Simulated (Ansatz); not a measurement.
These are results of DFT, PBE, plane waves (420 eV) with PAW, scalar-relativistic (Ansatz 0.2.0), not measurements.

An element in the omega (AlB2-type) structure gives this curve. The cell is scaled uniformly from the relaxed one, with fractional coordinates and shape fixed. Energies are extrapolated to zero smearing, pressures are those at the given smearing. Magnetic state: spin not included.

```
V (Å³/atom)  E − E₀ (meV/atom)  P (GPa)
     13.031               77.9    15.89
     13.623               31.7     9.36
     14.215                7.2     4.13
     14.808                0.0    -0.07
     15.400                6.8    -3.44
     15.992               24.9    -6.16
     16.585               52.0    -8.30
```

Task: Which element is it?
A. zinc
B. molybdenum
C. platinum
D. silicon

Result: D. Its fit is V₀ = 14.79 Å³/atom, B₀ = 94 GPa, B₀′ = 4.4.
